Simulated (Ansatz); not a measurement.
# Pd(100) / 1 layer Au(100) / Pd(100): resistance against film thickness

Aim: what a thin film of another metal adds to the resistance, first Pd(100) / 1 layer Au(100) / Pd(100).

Calculated with Ansatz 0.2.0; Ansatz plane-wave DFT, PBEsol, PAW files; ballistic transport by layer matching (Landauer), zero bias.

## (1) Set-up

The cell holds 9 atoms: 8 Pd and 1 Au. Its edges and angles: a = 2.751 Å, b = 2.751 Å, c = 17.907 Å, α = 85.6°, β = 85.6°, γ = 90.0°. It derives from Pd and Au. Regions: lead, 8 atoms (8 Pd); films, 1 atom (1 Au). The structure is stacked along c, and the current runs across the ab planes.

## (2) With 1 layer

The film is laid into the lead at the lead's in-plane lattice, and the cell closes on the lead's own image. The mesh across the current, 26×26, is finer than the density's, because channels open and close sharply across the zone. Energies from -1 to 1 eV in steps of 0.036 eV cover the slope of the Fermi function at 300 K, so the program can form a conductance.

Input file input.yaml:

```yaml
crystal:
  lattice:
    - [2.7505039575, 0.0, 0.0]
    - [0.0, 2.7505039575, 0.0]
    - [1.3752519787, 1.3752519787, 17.8006909768]
  atoms:
    - { symbol: Pd, position: [0.9726850491, 0.9726850491, 0.0546299018] }
    - { symbol: Pd, position: [0.4180551473, 0.4180551473, 0.1638897054] }
    - { symbol: Pd, position: [0.8634252455, 0.8634252455, 0.273149509] }
    - { symbol: Pd, position: [0.3087953437, 0.3087953437, 0.3824093126] }
    - { symbol: Au, position: [0.75, 0.75, 0.5] }
    - { symbol: Pd, position: [0.1912046563, 0.1912046563, 0.6175906874] }
    - { symbol: Pd, position: [0.6365747545, 0.6365747545, 0.726850491] }
    - { symbol: Pd, position: [0.0819448527, 0.0819448527, 0.8361102946] }
    - { symbol: Pd, position: [0.5273149509, 0.5273149509, 0.9453700982] }
kpoints:
  mp_grid: { grid: [14, 14, 3] }
hamiltonian:
  xc: pbesol
scf:
  occupations: { method: fermi_dirac, width: 0.1 }
output:
  transmission: { leads: [[0, 1]], kmesh: [26, 26], e_range: [-1.0, 1.0], de: 0.036 }
  write_potential: true
  write_density: true
  volumetric_format: npy
  elf: true
```

Command:

```console
$ ansatz run input.yaml --threads 4 --pin off --max-ram 8192MiB --backend cpu --events-out ev --progress --plain --runs-dir out
```

Numbers of over 12 decimals in the logs are rounded to 6 here.

Log:

```text
Warning: crystal.symmetry: narrowed to the stabiliser of the k-point mesh — unitary ops 16 → 4; excluded 12 operations that carry a point of the 14×14×3 mesh (shift [0, 0, 0]) off the mesh (the run samples exactly the mesh kpoints.mp_grid names, as under crystal.symmetry.detect: false, and its converged state has the mesh's symmetry, not the crystal's; ε∞, the Born charges and the force constants of a linear response (`dielectric:` by the response, `phonons.method: dfpt`) are averaged over those of the crystal's operations that the state keeps within a tolerance, where `mesh_tensors`, `unaveraged_element` or `gamma_mean_max_change_ev_ang2` stands beside them; [rest of the remark cut]
Engine: ansatz 0.2.0, x86_64-unknown-linux-gnu
Pseudopotentials: kind: paw
Pseudopotential: Pd, paw, valence charge 18, recommended cutoff 420 eV (normal), Pd.paw.azcp
Pseudopotential: Au, paw, valence charge 19, recommended cutoff 420 eV (normal), Au.paw.azcp
Functional definition: PBEsol
  exchange = pbesol_x
  correlation = pbesol_c
Crystal: 9 atoms, lattice volume = 134.667 Å³
Basis set: ecut = 420 eV, 2671 PW (Γ)
Bands: 98, of which v1, the nominal top of the filled ones, is band 82 counted from 1 (81 counted from 0)
Symmetry: 4 space group operations
k-points: 162 of 588
Non-local potential: Pd, projectors of the file, l = 0: 2, l = 1: 2, l = 2: 2, l = 3: 1
Non-local potential: Au, projectors of the file, l = 0: 3, l = 1: 2, l = 2: 2, l = 3: 1
PAW form: soft (Blöchl's): semilocal exchange-correlation on the pseudo side does not see the compensation charge
PAW frozen core: Pd, regenerated for the run's functional, and the local potential with it (the file was generated under x = pbe(κ = 0.804, μ = 0.219515), c = pbe(β = 0.066725))
PAW frozen core: Au, regenerated for the run's functional, and the local potential with it (the file was generated under x = pbe(κ = 0.804, μ = 0.219515), c = pbe(β = 0.066725))
PAW one-centre angular grid: Pd, 590 points (default); XC on 64 Gauss nodes
PAW one-centre angular grid: Au, 590 points (default); XC on 64 Gauss nodes
Initial density: superposition of atomic densities (neutral atoms: chi_scale 0, normalization atom), corrected by the library's trained network
Initial wavefunctions: pseudopotential atomic-orbital guess
Functional: x = pbesol(κ = 0.804, μ = 0.123457), c = pbesol(β = 0.046)
SCF iter   1: F=—  HF=-68260.727507 eV  |F-HF|=—  |Δ(HF+E_count)|=         —  Δρ=1.65e-2  dr2=4.23e0  ethr=1.77e-3  ⟨swp⟩=5.2  Hψ=55455  notcnv=0  defer=467
preconditioner: auto → Kerker (q_TF=auto, 2.817 Å⁻¹)  [metal: Δε(μ)=0.002 eV  Ē_g=9.001 eV  σ=0.100 eV  W_gap=0.01  n_scr=54 (ndim 8)  ℏωp=30.5 eV  f_vac=0.000  D(μ)=15.66/eV (n_scr^D=200)]
SCF iter   2: F=—  HF=-68260.672390 eV  |F-HF|=—  |Δ(HF+E_count)|=   5.51e-2  Δρ=7.06e-3  dr2=1.53e0  ethr=1.77e-3  ⟨swp⟩=1.0  Hψ=18310  notcnv=0  defer=477
SCF iter   3: F=—  HF=-68260.650923 eV  |F-HF|=—  |Δ(HF+E_count)|=   2.15e-2  Δρ=1.62e-3  dr2=2.05e-1  ethr=9.36e-4  ⟨swp⟩=1.0  Hψ=15025  notcnv=0  defer=528
SCF iter   4: F=—  HF=-68260.646786 eV  |F-HF|=—  |Δ(HF+E_count)|=   4.14e-3  Δρ=6.60e-4  dr2=6.44e-3  ethr=1.26e-4  ⟨swp⟩=1.0  Hψ=15025  notcnv=0  defer=528
SCF iter   5: F=—  HF=-68260.646361 eV  |F-HF|=—  |Δ(HF+E_count)|=   4.25e-4  Δρ=1.66e-4  dr2=2.30e-4  ethr=3.95e-6  ⟨swp⟩=1.0  Hψ=18322  notcnv=0  defer=541
SCF iter   6: F=—  HF=-68260.646352 eV  |F-HF|=—  |Δ(HF+E_count)|=   9.53e-6  Δρ=8.75e-5  dr2=8.83e-5  ethr=1.41e-7  ⟨swp⟩=1.1  Hψ=15031  notcnv=0  defer=541
SCF iter   7: F=—  HF=-68260.646350 eV  |F-HF|=—  |Δ(HF+E_count)|=   1.59e-6  Δρ=1.82e-5  dr2=3.96e-6  ethr=5.42e-8  ⟨swp⟩=1.0  Hψ=15020  notcnv=0  defer=541
SCF iter   8: F=—  HF=-68260.646350 eV  |F-HF|=—  |Δ(HF+E_count)|=   2.60e-7  Δρ=7.65e-6  dr2=4.75e-7  ethr=2.43e-9  ⟨swp⟩=1.1  Hψ=15052  notcnv=0  defer=541
SCF iter   9: F=-68260.646350 eV  HF=-68260.646350 eV  |F-HF|=7.25e-9  |Δ(HF+E_count)|=   2.70e-8  Δρ=1.58e-6  dr2=9.15e-9  ethr=6.13e-11  ⟨swp⟩=7.9  Hψ=42602  notcnv=0
SCF 1 converged in 9 iterations: F = -68260.646350 eV  dr2 = 9.15e-9
  greatest PAW one-centre occupation: 1.001 electrons in one spin orbital (limit 2), on the Au atom at site 4 (counted from 0), in its partial waves of l = 0
transmission: 551 of 5490 steps passed
transmission: 1099 of 5490 steps passed
[...]
transmission: 5490 of 5490 steps passed
SCF converged after 9 iterations
Free energy (F): -68260.646350 eV
Harris-Foulkes:  -68260.646350 eV  (|F-HF|=7.25e-9)
Internal energy: -68260.136131 eV  (E = F + TS)
E sigma→0 (E₀):  -68260.391240 eV
Entropy (-TS):   -0.510219 eV (-56.691 meV/atom)
Fermi energy:    19.779308 eV
--- Per-component energies (eV) ---
  E_band       = -1311.899293
  E_kinetic    = 4711.681165
  E_local      = -15729.678733  (includes V_loc(G=0)·N_el)
  E_nonlocal   = 1831.565661
  E_hartree    = 6419.029303
  E_xc         = -1568.155425
  E_vxc        = -1964.161174  (∫ρ·V_xc dr)
  E_paw        = -39043.801439  (= ΣΔE_a)
  E_vpaw       = -2999.365907  (= ΣTr[D̂ρ^β])
  E_aug_tail   = 0.003315  (compensation charges beyond the density's cutoff)
  E_ewald      = -24883.509649
  E_core_change = 2.729672  (= ΣΔE_core)
  E_smearing   = -0.510219  (= −TS)
  E_closure    = -0.000000  (closes the sum)
  Σ components = -68260.646350   (vs F -68260.646350, Δ=0.00e0)
--- Band table (eV; the first three rows and the last of 162) ---
  k-point 0: bands = [... 78 lower, 19.0732, 19.0734, 19.2915, 19.4533, 19.6273, 19.6886, 19.7657, 19.7658, ... 12 higher]
  k-point 1: bands = [... 78 lower, 19.2702, 19.2703, 19.4758, 19.6114, 19.6325, 19.6327, 19.6949, 19.9420, ... 12 higher]
  k-point 2: bands = [... 78 lower, 19.3014, 19.3945, 19.4363, 19.4884, 19.5592, 19.5726, 19.6905, 19.8286, ... 12 higher]
  k-point 161: bands = [... 78 lower, 20.0786, 20.1775, 20.1780, 22.9301, 23.1287, 23.8405, 24.2377, 25.1582, ... 12 higher]
--- Transmission ---
  basis      : 69 plane waves across, 30 finite elements along
  points     : 183, standing for a mesh of 26 x 26
  filling    : by the input's occupations and mesh, since the crystals that have channels conduct as metals do. If one of these is a semiconductor, that mesh has misplaced its level
  energies   : 56 from -1.000000 to 0.980000 eV about the Fermi level, 0.036000 eV apart; the leads are filled to 0.000000 eV, and channels, transmission and decay are at 0.008000 eV
  crystal 0  : Pd1, at the sites [0, 1], period 1.9449 Å, over 15.56 Å; its Hamiltonian steps by up to 7.0 meV
    offset         : up to 0.0000 Å between an atom of the period and one for which it stands
    filled         : 31.8 meV over the level at which it is neutral
    channels       : 1.457101e0 a spin
    conductance    : 1.6019e15 S/m² at 300 K; may be off by some 0.0 % by where its bands' edges are placed, 4.3 % from the k-mesh, 12.8 % from the distance to neutral
    slowest decay  : 0.0177 /Å at (-0.3846, 0.0769)
  junction   : crystal 0 to crystal 0, 0.70 to 16.55 Å
    transmission   : 7.736282e-1 a spin
    conductance    : 8.3260e14 S/m² at 300 K (8.0210e14 on every other point, 8.3499e14 on every other energy)
    error estimate : 0.3 % from the energy spacing and 0.2 % from band edges of the leads and from resonances (wavevectors taken as independent; lower de), 4.3 % from the k-mesh, 5.1 % from the steps of its leads' Hamiltonians or their offsets (lay more layers), 8.1 % from the distance to neutral
    resistance     : 5.7690e-4 Ω µm² beyond half of each lead's own
```

Run time: 3 min. Hardware: 4 threads of Intel Xeon Platinum 8488C (Sapphire Rapids), shared host; peak memory 1.6 GiB.

In the SCF lines HF is the Harris–Foulkes energy and dr2 the Hartree energy of the density residual, in eV; the loop may stop once dr2 is under the threshold and the program's other checks hold. Hψ counts applications of the Hamiltonian.

This step gave:

| Item | Value |
| --- | --- |
| free energy | -68260.6463 eV |
| energy at zero smearing | -68260.3912 eV |
| Fermi energy | 19.78 eV |
| cell area | 7.565 Å² |
| step of the lead's potential | 7 meV |
| ballistic conductance of the lead | 1.60e15 S/m² |
| estimated errors of the lead's conductance | 0, 4.3, 12.8 % (band edges, k-mesh, distance from neutral) |
| lead conductance per cell | 1.564 G₀ |
| conductance of the junction | 8.33e14 S/m² |
| junction conductance per cell | 0.8130 G₀ |
| estimated errors of the junction's conductance | 0.3, 0.2, 4.3, 5.1, 8.1 % (energy step, band edges, k-mesh, leads' steps, distance from neutral) |
| area resistance that the stack adds (contact term taken off, spin by spin) | 0.5769 fΩ m² |

Per spin. Table of transmission, zone mean by energy, zero at the Fermi level:

| energy (eV) | transmission, zone mean |
| --- | --- |
| -1.000 | 1.29 |
| -0.964 | 1.26 |
| -0.928 | 1.30 |
| -0.892 | 1.30 |
| -0.856 | 1.28 |
| -0.784 | 1.28 |
| -0.748 | 1.24 |
| -0.676 | 1.22 |
| -0.640 | 1.27 |
| -0.568 | 1.32 |
| -0.532 | 1.32 |
| -0.460 | 1.33 |
| -0.424 | 1.33 |
| -0.352 | 1.30 |
| -0.316 | 1.26 |
| -0.244 | 1.26 |
| -0.208 | 1.24 |
| -0.136 | 1.08 |
| -0.100 | 1.05 |
| -0.028 | 0.856 |
| 0.008 | 0.774 |
| 0.080 | 0.698 |
| 0.116 | 0.663 |
| 0.188 | 0.609 |
| 0.224 | 0.599 |
| 0.296 | 0.581 |
| 0.332 | 0.595 |
| 0.404 | 0.618 |
| 0.440 | 0.622 |
| 0.512 | 0.627 |
| 0.548 | 0.630 |
| 0.620 | 0.648 |
| 0.656 | 0.654 |
| 0.728 | 0.657 |
| 0.764 | 0.657 |
| 0.836 | 0.658 |
| 0.872 | 0.676 |
| 0.944 | 0.684 |
| 0.980 | 0.697 |

Per spin. Table of open channels, zone mean, lead by energy, zero at the Fermi level:

energy (eV), open channels, zone mean, lead and a bar from the least value:
```
   -1.000       2.23 ##########################
   -0.928       2.18 ##########################
   -0.856       2.16 #########################
   -0.784       2.21 ##########################
   -0.712       2.17 #########################
   -0.676       2.11 ########################
   -0.604       2.19 ##########################
   -0.532       2.28 ###########################
   -0.460       2.30 ############################
   -0.388       2.32 ############################
   -0.316       2.29 ###########################
   -0.244       2.44 ##############################
   -0.172       2.38 #############################
   -0.100       2.20 ##########################
   -0.028       1.76 ###################
    0.008       1.46 #############
    0.080       1.18 #########
    0.152       0.97 #####
    0.224       0.84 ###
    0.296       0.65 
    0.368       0.70 #
    0.440       0.67 
    0.512       0.67 
    0.584       0.69 #
    0.656       0.72 #
    0.692       0.72 #
    0.764       0.72 #
    0.836       0.72 #
    0.908       0.77 ##
    0.980       0.76 ##
```

Transmission over k1 and k2. At 0.0080 eV from the Fermi level.

Ten even steps from '0' (0.00) to '9' (1.86):
```
73303773100000000013773033
03000000000005000000000003
00011110000055500000111100
23015665555555555555665103
67016776655555555566776107
77016777765556555677776107
63005677776566656777765003
31005677777656567777765001
00005567777655567777655000
00005556777766677776555000
00005555667777777665555000
00055556556779776556555500
00555566656799976566655550
00055556556779776556555500
00005555667777777665555000
00005556777766677776555000
00005567777655567777655000
31005677777656567777765001
63005677776566656777765003
77016777765556555677776107
67016776655555555566776107
23015665555555555555665103
00011110000055500000111100
03000000000005000000000003
73303773100000000013773033
77002676300000000036762007
```
Columns: k1 (b1) from -0.5 to 0.462; rows upwards: k2 (b2) from -0.5 to 0.462.

Open channels over k1 and k2. At 0.0080 eV from the Fermi level.

Ten even steps from '0' (0.00) to '9' (4.00):
```
52277995500000000055997722
02222200000005000000022222
57222220000055500000222227
97225555222222222225555227
99225555522227222255555229
99025555552227222555555209
95005555555277725555555005
95002555555557555555552005
00002255555555555555522000
00002225555555555555222000
00002222555555555552222000
00052227555557555557222500
00552777755577755577772550
00052227555557555557222500
00002222555555555552222000
00002225555555555555222000
00002255555555555555522000
95002555555557555555552005
95005555555277725555555005
99025555552227222555555209
99225555522227222255555229
97225555222222222225555227
57222220000055500000222227
02222200000005000000022222
52277995500000000055997722
55059999900000000099999505
```
Columns: k1 (b1) from -0.5 to 0.462; rows upwards: k2 (b2) from -0.5 to 0.462.

Valence density in the ca plane at fractional y = 0.082, with atoms of Pd within 0.2 Å of it. It is the smooth field of the valence electrons, not physical close to the nuclei.

Values in e/Å³, 5 rows by 16 columns, each cell a mean:
```
 4  4  0  1  4  0  0  1  1  1  1  0  1  4  1  0
 1  1  0  0  2  0  0  1  1  0  0  0  0  0  0  0
 0  0  1  0  0  1  2  0  0  1  1  0  0  1  0  0
 1  1  1  0  0  1  3  0  0  5  4  0  1  6  1  0
 5  4  0  0  2  0  1  0  0  4  4  0  1 11  1  0
```
Columns run along c (17.9 Å), rows up along a (2.8 Å). Atoms in or near the plane, at fractional coordinates: Pd at (0.84, 0.08).

Electrostatic potential energy in the ca plane at fractional y = 0.082, with atoms of Pd within 0.2 Å of it. With pseudopotentials it is smooth inside the atoms' cores, unlike the true potential.

Ten even steps from '0' (-34 eV) to '9' (23 eV), each cell a mean:
```
71015999996325899999877899767899999511489999
84237999997335899999866899999999999865799999
98779999998657999999876899999999999999999999
99999987899989986689988999878999999999999999
99999987799999973369999997425899999866899999
97679988899999973258999996102699998412599999
73137999999889985469999996101699998200289999
61015999997447998789999997312799998200279999
```
Columns run along c (17.9 Å; values clipped at the 3rd and 97th percentile), rows up along a (2.8 Å). Atoms in or near the plane, at fractional coordinates: Pd at (0.84, 0.08).

ELF in the ca plane at fractional y = 0.082, with atoms of Pd within 0.2 Å of it. It is the smooth field of the valence electrons, not physical close to the nuclei.

Values, 5 rows by 16 columns, each cell a mean:
```
0.43 0.40 0.18 0.25 0.48 0.21 0.19 0.28 0.28 0.24 0.26 0.19 0.23 0.46 0.23 0.18
0.27 0.27 0.21 0.22 0.38 0.21 0.21 0.28 0.29 0.20 0.21 0.20 0.21 0.23 0.21 0.20
0.21 0.21 0.27 0.22 0.20 0.27 0.38 0.21 0.22 0.31 0.29 0.19 0.21 0.25 0.21 0.20
0.30 0.27 0.24 0.21 0.20 0.29 0.44 0.18 0.17 0.43 0.42 0.17 0.26 0.48 0.23 0.19
0.44 0.40 0.18 0.22 0.38 0.23 0.31 0.21 0.20 0.41 0.42 0.17 0.30 0.42 0.28 0.17
```
Columns run along c (17.9 Å), rows up along a (2.8 Å). Atoms in or near the plane, at fractional coordinates: Pd at (0.84, 0.08).

The lead's potential steps by 7 meV from period to period, small in itself. The program estimates the junction's conductance to 4.3 % from the k-mesh, 8.1 % from the leads' distance from neutral and 5.1 % from their steps.

By hand: 1/G − 1/G_lead = 1/0.8326 − 1/1.602 = 0.577 fΩ m² with G in 10¹⁵ S/m².

## (3) With 3 layers, k-mesh 14×14×2, film layers 3

The stack now holds 3 film layers; the k-mesh follows the cell, and the energies span -0.27 to 0.27 eV.

System of this step: Pd(100) / 3 layers Au(100) / Pd(100). The cell holds 11 atoms: 8 Pd and 3 Au. Cell: a = 2.751 Å, b = 2.751 Å, c = 22.368 Å, α = 86.5°, β = 86.5°, γ = 90.0°. It derives from Pd and Au. Regions: lead, 8 atoms (8 Pd); films, 3 atoms (3 Au). The structure is stacked along c, and the current runs across the ab planes.

Input file input.yaml:

```yaml
crystal:
  lattice:
    - [2.7505039575, 0.0, 0.0]
    - [0.0, 2.7505039575, 0.0]
    - [1.3752519787, 1.3752519787, 22.2836729304]
  atoms:
    - { symbol: Pd, position: [0.9781802129, 0.9781802129, 0.0436395743] }
    - { symbol: Pd, position: [0.4345406386, 0.4345406386, 0.1309187228] }
    - { symbol: Pd, position: [0.8909010643, 0.8909010643, 0.2181978714] }
    - { symbol: Pd, position: [0.34726149, 0.34726149, 0.3054770199] }
    - { symbol: Au, position: [0.8002944686, 0.8002944686, 0.3994110628] }
    - { symbol: Au, position: [0.25, 0.25, 0.5] }
    - { symbol: Au, position: [0.6997055314, 0.6997055314, 0.6005889372] }
    - { symbol: Pd, position: [0.15273851, 0.15273851, 0.6945229801] }
    - { symbol: Pd, position: [0.6090989357, 0.6090989357, 0.7818021286] }
    - { symbol: Pd, position: [0.0654593614, 0.0654593614, 0.8690812772] }
    - { symbol: Pd, position: [0.5218197871, 0.5218197871, 0.9563604257] }
kpoints:
  mp_grid: { grid: [14, 14, 2] }
hamiltonian:
  xc: pbesol
scf:
  occupations: { method: fermi_dirac, width: 0.1 }
output:
  transmission:
    leads: [[0, 1]]
    kmesh: [26, 26]
    e_range: [-0.27, 0.27]
    de: 0.036
  write_potential: true
  write_density: true
  volumetric_format: npy
```

Log:

```text
[...]
Crystal: 11 atoms, lattice volume = 168.582 Å³
Basis set: ecut = 420 eV, 3367 PW (Γ)
Bands: 121, of which v1, the nominal top of the filled ones, is band 101 counted from 1 (100 counted from 0)
Symmetry: 4 space group operations
k-points: 114 of 392
[...]
--- Transmission ---
  basis      : 69 plane waves across, 33 finite elements along
  points     : 183, standing for a mesh of 26 x 26
[...]
filled         : 32.3 meV over the level at which it is neutral
    channels       : 1.421598e0 a spin
[...]
slowest decay  : 0.0276 /Å at (-0.4615, 0.1923)
  junction   : crystal 0 to crystal 0, 0.70 to 21.04 Å
    transmission   : 5.597374e-1 a spin
[...]
resistance     : 1.1337e-3 Ω µm² beyond half of each lead's own
[key lines of the parts left out:]
SCF converged after 10 iterations
Free energy (F): -94274.845624 eV
Fermi energy:    19.929890 eV
```

It took 1.9 min on 4 threads; peak memory 1.8 GiB.

Numbers from this step:

```
free energy                                                                : -94274.8456 eV
energy at zero smearing                                                    : -94274.5915 eV
Fermi energy                                                               : 19.93 eV
step of the lead's potential                                               : 10.6 meV
estimated errors of the lead's conductance                                 : 0, 4.3, 13 % (band edges, k-mesh, distance from neutral)
lead conductance per cell                                                  : 1.562 G₀
conductance of the junction                                                : 5.69e14 S/m²
junction conductance per cell                                              : 0.5551 G₀
estimated errors of the junction's conductance                             : 0.4, 0, 6.1, 1.7, 0.5 % (energy step, band edges, k-mesh, leads' steps, distance from neutral)
area resistance that the stack adds (contact term taken off, spin by spin) : 1.134 fΩ m²
```

Per spin. Transmission, zone mean against energy, zero at the Fermi level:

| energy (eV) | transmission, zone mean |
| --- | --- |
| -0.270 | 0.697 |
| -0.234 | 0.703 |
| -0.198 | 0.677 |
| -0.162 | 0.622 |
| -0.126 | 0.588 |
| -0.090 | 0.569 |
| -0.054 | 0.555 |
| -0.018 | 0.550 |
| 0.018 | 0.560 |
| 0.054 | 0.559 |
| 0.090 | 0.557 |
| 0.126 | 0.556 |
| 0.162 | 0.555 |
| 0.198 | 0.566 |
| 0.234 | 0.565 |
| 0.270 | 0.565 |

The conductance of the junction is 5.7e14 S/m², 32 % under the 8.3e14 S/m² of the last finished run.

(Part 1 of 2 ends here.)

[Logs are printed without paths, hosts, clocks, repeated set-up lines and the standing remarks that a program may print on its own settings, such as how far it seeks lower states.]

[Hosts, paths, dates, database ids (printed as entryN), source tags and the programs' standing remarks are cut or masked in the printed files.]
